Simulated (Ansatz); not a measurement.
# NaF: how the settings move a single-point run

Question: which choices in the input matter for NaF? The cell is built on a prototype (h-MgO type) and needn't be the phase found in nature.

Method: reference: DFT, HSE06, plane waves, PAW, in Ansatz 0.2.0.

2 further runs of the same task are left out: 2 that didn't finish.

## Step 1: The starting structure

It takes space group P6_3/mmc (No. 194, hexagonal). The conventional cell has a = 3.868 Å, b = 3.868 Å, c = 4.551 Å, α = 90.00°, β = 90.00°, γ = 120.00°. Na (site symmetry -6m2) has 5 F at 2.23 to 2.28 Å as nearest neighbours. F (site symmetry -6m2) has 5 Na at 2.23 to 2.28 Å as nearest neighbours.

As a file:

```cif
data_structure
_symmetry_space_group_name_H-M 'P 1'
_symmetry_Int_Tables_number 1
_cell_length_a 3.8681
_cell_length_b 3.8681
_cell_length_c 4.5514
_cell_angle_alpha 90.000
_cell_angle_beta 90.000
_cell_angle_gamma 120.000
_cell_volume 58.97
loop_
_atom_site_label
_atom_site_type_symbol
_atom_site_fract_x
_atom_site_fract_y
_atom_site_fract_z
_atom_site_occupancy
Na1 Na 0.33333 0.66667 0.25000 1
Na2 Na 0.66667 0.33333 0.75000 1
F1 F 0.66667 0.33333 0.25000 1
F2 F 0.33333 0.66667 0.75000 1
```

## Step 2: Baseline

Contents of input.yaml:

```yaml
crystal:
  lattice:
    - [3.8680668539, 0.0, 0.0]
    - [-1.934033427, 3.349844159, 0.0]
    - [0.0, 0.0, 4.5514116987]
  atoms:
    - { symbol: Na, position: [0.3333333333, 0.6666666667, 0.25] }
    - { symbol: Na, position: [0.6666666667, 0.3333333333, 0.75] }
    - { symbol: F, position: [0.6666666667, 0.3333333333, 0.25] }
    - { symbol: F, position: [0.3333333333, 0.6666666667, 0.75] }
kpoints:
  mp_grid: { grid: [6, 6, 4] }
hamiltonian:
  xc: hse06
scf:
  occupations: { method: fixed }
  n_extra_bands: 5
output:
  forces: true
  stress: true
  eigenvalues: true
  write_density: true
  write_potential: true
  elf: true
  volumetric_format: npy
```

Run with:

```console
$ ansatz run input.yaml --threads 4 --pin off --max-ram 3686MiB --backend cpu --events-out ev --progress --plain --runs-dir out
```

## Step 3: Changed: occupations.method fermi_dirac, occupations.width 0.001

input.yaml: that of step 2 with these lines changed.

```diff
@@ -15,3 +15,3 @@
 scf:
-  occupations: { method: fixed }
+  occupations: { method: fermi_dirac, width: 0.001 }
   n_extra_bands: 5
@@ -21,5 +21 @@
   eigenvalues: true
-  write_density: true
-  write_potential: true
-  elf: true
-  volumetric_format: npy
```

What does the calculation give? Wanted: for each run, ending; energy change; pressure; gap; force.

The runs gave:

| run | ending | energy change | pressure (GPa) | gap (eV) | force (eV/Å) | cycles | time |
| --- | --- | --- | --- | --- | --- | --- | --- |
| reference | converged | 0 | 1.0 | 7.74 | 0.00 | 13 | 7.3 s |
| 1: occupations.method fermi_dirac, occupations.width 0.001 | converged | 0.0 meV/atom (σ→0) | 1.0 | 7.74 | 0.00 | 13 | 8.7 s |

Times don't compare one to one where runs were asked for different outputs or read a saved state (see the inputs); cycles may leave out searches for a lower state.

Residual by cycle in the longest SCF loop of each run; runs are numbered as in the table. The quantity is the density residual dr2, in eV.

| cycle | reference | run 1 |
| --- | --- | --- |
| 1 | 0.0411 | 0.0407 |
| 2 | 0.0049 | 0.0049 |
| 3 | 0.00163 | 0.00169 |
| 4 | 1.4e-4 | 1.4e-4 |
| 5 | 5.2e-5 | 5.2e-5 |
| 6 | 5.6e-7 | 5.5e-7 |

**Reading.** The changed input (smearing) leaves the energy the same to the digits printed.
